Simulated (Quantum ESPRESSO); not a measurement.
# Al2Au (I4/mmm) in Quantum ESPRESSO: notebook

One crystal, Al2Au, is run at these levels: PBEsol; tasks: relaxation of the atoms.

Everything below comes from runs of Quantum ESPRESSO 7.5. Logs are shortened: lines on timing, memory, paths and dates and some standing lists are left out, and cuts for length are marked.

**1. The structure**

It takes space group I4/mmm (No. 139, tetragonal). The conventional cell has a = 4.073 Å, b = 4.073 Å, c = 6.000 Å, α = 90.00°, β = 90.00°, γ = 90.00°. Au (site symmetry 4/mmm) has 8 Al at 2.53 Å as nearest neighbours. Al (site symmetry -4m2) is surrounded by 4 Au at 2.53 Å and 4 Al at 2.88 Å.

**2. Relaxation of the atoms, PBEsol, 16.59 Å³/atom**

Input file pw.in:

```
&CONTROL
  calculation = 'relax'
  prefix = 'pwscf'
  outdir = './tmp'
  pseudo_dir = './pseudo'
  tprnfor = .true.
  tstress = .true.
  disk_io = 'low'
  nstep = 40
  forc_conv_thr = 0.0004
  etot_conv_thr = 1d-05
/
&SYSTEM
  ibrav = 0
  nat = 3
  ntyp = 2
  ecutwfc = 45
  ecutrho = 360
  nbnd = 15
  occupations = 'smearing'
  smearing = 'fd'
  degauss = 0.00367493
/
&ELECTRONS
  conv_thr = 6d-10
  electron_maxstep = 120
  mixing_beta = 0.5
/
&IONS
  ion_dynamics = 'bfgs'
/
ATOMIC_SPECIES
Au   196.9666 au_pbesol_v1.uspp.F.UPF
Al    26.9815 al_pbesol_v1.uspp.F.UPF
CELL_PARAMETERS angstrom
   0.0000000000    2.8800000000    3.0000000000
   2.8800000000    0.0000000000    3.0000000000
   2.8800000000    2.8800000000    0.0000000000
ATOMIC_POSITIONS angstrom
Au     0.0000000000    0.0000000000    0.0000000000
Al     4.3200000000    4.3200000000    4.5000000000
Al     1.4400000000    1.4400000000    1.5000000000
K_POINTS automatic
8 8 8 0 0 0
```

Potentials or basis: GBRV 1.5 PBEsol.

The run is started by

```console
> OMP_NUM_THREADS=1 mpirun -n 2 pw.x -nk 2 -in pw.in > pw.out
```

pw.out:

```text
This program is part of the open-source Quantum ESPRESSO suite
     for quantum simulation of materials; please cite
         "P. Giannozzi et al., J. Phys.:Condens. Matter 21 395502 (2009);
         "P. Giannozzi et al., J. Phys.:Condens. Matter 29 465901 (2017);
         "P. Giannozzi et al., J. Chem. Phys. 152 154105 (2020);
     in publications or presentations arising from this work. More details at

     Message from routine setup:
     using ibrav=0 with symmetry is DISCOURAGED, use correct ibrav instead

     K-points division:     npool     =       2
     Subspace diagonalization in iterative solution of the eigenvalue problem:
     a serial algorithm will be used

     G-vector sticks info
     --------------------
     sticks:   dense  smooth     PW     G-vecs:    dense   smooth      PW
     Sum        1511     753    233                38711    13717    2341

     Using Slab Decomposition

     bravais-lattice index     =            0
     lattice parameter (alat)  =       7.8587  a.u.
     unit-cell volume          =     335.8403 (a.u.)^3
     number of atoms/cell      =            3
     number of atomic types    =            2
     number of electrons       =        17.00
     number of Kohn-Sham states=           15
     kinetic-energy cutoff     =      45.0000  Ry
     charge density cutoff     =     360.0000  Ry
     scf convergence threshold =      6.0E-10
     mixing beta               =       0.5000
     number of iterations used =            8  plain     mixing
     energy convergence thresh.=      1.0E-05
     force convergence thresh. =      4.0E-04
     Exchange-correlation= SLA  PW   PSX  PSC
                           (   1   4  10   8   0   0   0)
     nstep                     =           40

     celldm(1)=   7.858716  celldm(2)=   0.000000  celldm(3)=   0.000000
     celldm(4)=   0.000000  celldm(5)=   0.000000  celldm(6)=   0.000000

     crystal axes: (cart. coord. in units of alat)
               a(1) = (   0.000000   0.692532   0.721387 )
               a(2) = (   0.692532   0.000000   0.721387 )
               a(3) = (   0.692532   0.692532   0.000000 )

     reciprocal axes: (cart. coord. in units 2 pi/alat)
               b(1) = ( -0.721988  0.721988  0.693109 )
               b(2) = (  0.721988 -0.721988  0.693109 )
               b(3) = (  0.721988  0.721988 -0.693109 )

     PseudoPot. # 1 for Au read from file:
     au_pbesol_v1.uspp.F.UPF
     Pseudo is Ultrasoft + core correction, Zval = 11.0
     Generated by new atomic code, or converted to UPF format
     Using radial grid of  985 points,  7 beta functions with:
                l(1) =   0
                l(2) =   0
                l(3) =   1
                l(4) =   1
                l(5) =   2
                l(6) =   2
                l(7) =   3
     Q(r) pseudized with  6 coefficients,  rinner =    1.900   1.900   1.900
                                                       1.900   1.900   1.900
                                                       1.900

     PseudoPot. # 2 for Al read from file:
     al_pbesol_v1.uspp.F.UPF
     Pseudo is Ultrasoft + core correction, Zval =  3.0
     Generated by new atomic code, or converted to UPF format
     Using radial grid of  893 points,  3 beta functions with:
                l(1) =   0
                l(2) =   1
                l(3) =   2
     Q(r) pseudized with  8 coefficients,  rinner =    0.900   0.900   0.900
                                                       0.900   0.900

     atomic species   valence    mass     pseudopotential
     Au               11.00   196.96660     Au( 1.00)
     Al                3.00    26.98150     Al( 1.00)

     16 Sym. Ops., with inversion, found

   Cartesian axes

     site n.     atom                  positions (alat units)
         1        Au     tau(   1) = (   0.0000000   0.0000000   0.0000000  )
         2        Al     tau(   2) = (   1.0387977   1.0387977   1.0820810  )
         3        Al     tau(   3) = (   0.3462659   0.3462659   0.3606937  )

     number of k points=    59  Fermi-Dirac smearing, width (Ry)=  0.0037
                       cart. coord. in units 2pi/alat
        k(    1) = (   0.0000000   0.0000000   0.0000000), wk =   0.0039062
        k(    2) = (   0.0902486   0.0902486  -0.0866386), wk =   0.0312500
        k(    3) = (   0.1804971   0.1804971  -0.1732772), wk =   0.0312500
        k(    4) = (   0.2707457   0.2707457  -0.2599159), wk =   0.0312500
        k(    5) = (  -0.3609942  -0.3609942   0.3465545), wk =   0.0156250
        k(    6) = (   0.1804971   0.0000000   0.0000000), wk =   0.0156250
[... 51 lines left out ...]
        k(   58) = (  -0.7219885   0.5414914   0.0000000), wk =   0.0156250
        k(   59) = (   0.0000000   0.0000000  -0.6931089), wk =   0.0039062

     Dense  grid:    38711 G-vectors     FFT dimensions: (  48,  48,  48)

     Smooth grid:    13717 G-vectors     FFT dimensions: (  36,  36,  36)

     Initial potential from superposition of free atoms

     starting charge      16.9952, renormalised to      17.0000
     Starting wfcs are   17 randomized atomic wfcs

     Self-consistent Calculation

     iteration #  1     ecut=    45.00 Ry     beta= 0.50
     Davidson diagonalization with overlap
     ethr =  1.00E-02,  avg # of iterations =  4.8

     total energy              =    -127.98577452 Ry
     estimated scf accuracy    <       0.44823001 Ry

     iteration #  2     ecut=    45.00 Ry     beta= 0.50
     Davidson diagonalization with overlap
     ethr =  2.64E-03,  avg # of iterations =  2.0

     total energy              =    -128.13579294 Ry
     estimated scf accuracy    <       0.20545796 Ry

     iteration #  3     ecut=    45.00 Ry     beta= 0.50
     Davidson diagonalization with overlap
     ethr =  1.21E-03,  avg # of iterations =  1.1
[... 57 lines left out ...]
     total energy              =    -128.16697716 Ry
     estimated scf accuracy    <       0.00000001 Ry

     iteration # 12     ecut=    45.00 Ry     beta= 0.50
     Davidson diagonalization with overlap
     ethr =  6.39E-11,  avg # of iterations =  1.3

     total energy              =    -128.16697716 Ry
     estimated scf accuracy    <          2.2E-09 Ry

     iteration # 13     ecut=    45.00 Ry     beta= 0.50
     Davidson diagonalization with overlap
     ethr =  1.28E-11,  avg # of iterations =  2.0

     End of self-consistent calculation

          k = 0.0000 0.0000 0.0000 (  1721 PWs)   bands (ev):

    -0.5220   3.5712   3.5712   3.6151   4.5692   4.7059  13.4456  13.4714
    13.7593  13.7593  14.7542  14.7542  15.3336  15.8211  17.0458

          k = 0.0902 0.0902-0.0866 (  1727 PWs)   bands (ev):

    -0.3042   3.5161   3.6284   3.6606   4.5630   4.6891  11.2779  12.9415
    13.0811  13.6338  15.3747  15.5412  15.8933  16.3980  16.4303

          k = 0.1805 0.1805-0.1733 (  1714 PWs)   bands (ev):

     0.3168   3.3966   3.7536   3.7674   4.5929   4.6784   8.5570  11.9405
    12.1686  13.9057  14.8444  15.4227  15.8009  17.1305  17.3509

          k = 0.2707 0.2707-0.2599 (  1706 PWs)   bands (ev):

     1.1665   3.4331   3.8241   3.8443   4.7082   4.7314   6.2349  11.1257
    11.4385  14.0599  14.4878  14.9637  15.3260  18.6801  18.9138
[... 153 lines left out ...]
     2.1908   2.9613   3.9152   4.2518   4.6592   4.9064   6.7050   7.9239
     9.1692  13.2528  13.9082  16.9291  18.8530  19.3243  19.7077

          k =-0.0902-0.4512 0.6065 (  1708 PWs)   bands (ev):

     2.7580   3.2048   3.7770   4.3378   4.5766   4.9361   5.9723   7.2193
     8.8162  13.6147  15.3791  16.2663  18.1103  19.2291  20.5991

          k = 0.0000-0.3610 0.5198 (  1700 PWs)   bands (ev):

     2.4559   3.3021   3.8771   4.2837   4.4371   4.7050   6.5632   7.0438
     9.2264  14.0143  15.6171  16.6400  17.4403  18.3417  20.2446

          k =-0.2707 0.6317-0.4332 (  1720 PWs)   bands (ev):

     1.7336   3.1993   3.8856   4.1176   4.6184   4.7496   6.5658   8.7404
    10.2083  13.6450  14.5863  15.6755  17.6459  18.2781  19.7391

          k =-0.1805 0.7220-0.5198 (  1719 PWs)   bands (ev):

     2.1675   2.9938   3.8819   4.3797   4.6179   4.7899   6.7714   8.2276
     8.9789  13.2404  13.7063  16.1724  19.1368  19.5533  20.3397

          k =-0.7220 0.1805 0.0000 (  1710 PWs)   bands (ev):

     2.8767   3.2655   3.7412   4.4395   4.7918   5.1604   5.4251   7.4525
     8.3694  13.1155  13.7317  17.4297  19.4265  20.3371  21.4296

          k =-0.1805 0.5415-0.3466 (  1720 PWs)   bands (ev):

     2.1981   3.3616   3.9489   4.1329   4.4936   4.9687   5.4756   8.6912
     9.7270  13.5187  14.5129  16.7443  17.5829  18.4082  18.9753

          k =-0.0902 0.6317-0.4332 (  1717 PWs)   bands (ev):

     2.7661   3.1869   3.7597   4.3981   4.4561   5.0691   5.9901   7.4110
     8.7587  13.4478  15.1728  15.6107  17.5970  19.7923  20.9896

          k =-0.7220 0.0000 0.1733 (  1718 PWs)   bands (ev):

     2.9053   3.2553   3.6505   4.5972   4.6352   5.3384   5.3450   7.7337
     8.1866  13.1010  13.5275  16.9789  18.5143  21.1700  21.4238

          k =-0.0000 0.5415-0.3466 (  1712 PWs)   bands (ev):

     2.5085   3.2112   3.8878   4.3447   4.3731   4.8139   6.6937   6.9970
     9.3283  13.7151  15.0917  15.8981  17.3499  18.9529  21.1249

          k = 0.0000 0.0000 0.3466 (  1720 PWs)   bands (ev):

     0.5820   3.2837   3.9328   3.9328   4.2493   4.8568   9.3330  10.2954
    10.2954  12.9360  13.5320  17.7249  18.2256  18.2256  19.3488

          k =-0.3610-0.3610 0.6931 (  1702 PWs)   bands (ev):

     1.6140   3.1416   3.8827   4.0402   4.5486   4.8786   7.1148   7.7463
    11.2502  13.7783  15.4629  16.3173  17.1740  17.6523  18.6226

          k =-0.2707-0.2707 0.6065 (  1713 PWs)   bands (ev):

     2.3195   3.2502   3.9091   4.1559   4.6730   4.6745   5.8573   7.6045
    10.2470  13.3228  15.9184  16.9982  17.3281  19.0443  19.1424
[... 48 lines left out ...]
     2.6699   3.0517   3.7544   4.3813   4.6743   4.9418   5.6056   8.1163
     8.8475  12.8876  13.7661  17.7522  19.6343  20.4434  21.0108

          k =-0.7220 0.5415 0.0000 (  1704 PWs)   bands (ev):

     3.0561   3.2711   3.4384   4.4613   4.7151   5.1087   5.1280   7.8358
     8.4254  13.6245  13.9414  17.1313  19.3954  20.4388  21.5313

          k = 0.0000 0.0000-0.6931 (  1708 PWs)   bands (ev):

     2.9823   3.0226   3.8328   4.4656   4.4656   5.0154   5.2171   8.5072
     8.5072  12.7441  12.9343  18.4147  21.1015  21.1554  21.1554

     the Fermi energy is    10.7129 ev

!    total energy              =    -128.16697716 Ry
     estimated scf accuracy    <          3.3E-11 Ry
     smearing contrib. (-TS)   =      -0.00028589 Ry
     internal energy E=F+TS    =    -128.16669127 Ry

     The total energy is F=E-TS. E is the sum of the following terms:
     one-electron contribution =      -6.23905168 Ry
     hartree contribution      =      17.81149366 Ry
     xc contribution           =     -70.59877291 Ry
     ewald contribution        =     -69.14036034 Ry

     convergence has been achieved in  13 iterations

     Forces acting on atoms (cartesian axes, Ry/au):

     atom    1 type  1   force =     0.00000000    0.00000000   -0.00000000
     atom    2 type  2   force =    -0.00000000    0.00000000   -0.00000000
     atom    3 type  2   force =     0.00000000   -0.00000000    0.00000000

     Total force =     0.000000     Total SCF correction =     0.000000

     Computing stress (Cartesian axis) and pressure

          total   stress  (Ry/bohr**3)                   (kbar)     P=      111.91
   0.00081662  -0.00000000   0.00000000          120.13       -0.00        0.00
  -0.00000000   0.00081662   0.00000000           -0.00      120.13        0.00
   0.00000000   0.00000000   0.00064904            0.00        0.00       95.48

     BFGS Geometry Optimization
     Energy error            =      2.5E-62 Ry
     Gradient error          =      1.0E-31 Ry/Bohr

     bfgs converged in   1 scf cycles and   0 bfgs steps
     (criteria: energy <  1.0E-05 Ry, force <  4.0E-04 Ry/Bohr)

     End of BFGS Geometry Optimization

     Final energy             =    -128.1669771623 Ry
Begin final coordinates

ATOMIC_POSITIONS (angstrom)
Au               0.0000000000        0.0000000000        0.0000000000
Al               4.3200000000        4.3200000000        4.5000000000
Al               1.4400000000        1.4400000000        1.5000000000
End final coordinates

=------------------------------------------------------------------------------=
   JOB DONE.
=------------------------------------------------------------------------------=
```

It took 29 s on 2 MPI ranks of AMD EPYC 7R43 (Zen 3), shared host; peak memory 0.38 GiB.

Results:

| Quantity | Value |
| --- | --- |
| Free energy | -1743.8006 eV |
| Pressure after relaxing | 11.2 GPa |
| Band gap on the k mesh | none (metal or under the smearing width) |

Caveat: the relaxation stopped at its first step, so nothing moved.

**3. Relaxation of the atoms, PBEsol, 17.29 Å³/atom**

pw.in: that of step 2 with these lines changed.

```diff
@@ -35,9 +35,9 @@
 CELL_PARAMETERS angstrom
-   0.0000000000    2.8800000000    3.0000000000
-   2.8800000000    0.0000000000    3.0000000000
-   2.8800000000    2.8800000000    0.0000000000
+   0.0000000000    2.9400000000    3.0000000000
+   2.9400000000    0.0000000000    3.0000000000
+   2.9400000000    2.9400000000    0.0000000000
 ATOMIC_POSITIONS angstrom
 Au     0.0000000000    0.0000000000    0.0000000000
-Al     4.3200000000    4.3200000000    4.5000000000
-Al     1.4400000000    1.4400000000    1.5000000000
+Al     4.4100000000    4.4100000000    4.5000000000
+Al     1.4700000000    1.4700000000    1.5000000000
 K_POINTS automatic
```

Potentials or basis: GBRV 1.5 PBEsol.

The run is started by

```console
> OMP_NUM_THREADS=1 mpirun -n 2 pw.x -nk 2 -in pw.in > pw.out
```

Run time: 29 s. Hardware: 2 MPI ranks of AMD EPYC 7R43 (Zen 3), shared host; peak memory 0.4 GiB.

It converged, with:

| Item | Value |
| --- | --- |
| Free energy | -1743.9119 eV |
| Pressure after relaxing | 4.9 GPa |
| Band gap on the k mesh | none (metal or under the smearing width) |

Caveat: the relaxation stopped at its first step, so nothing moved.
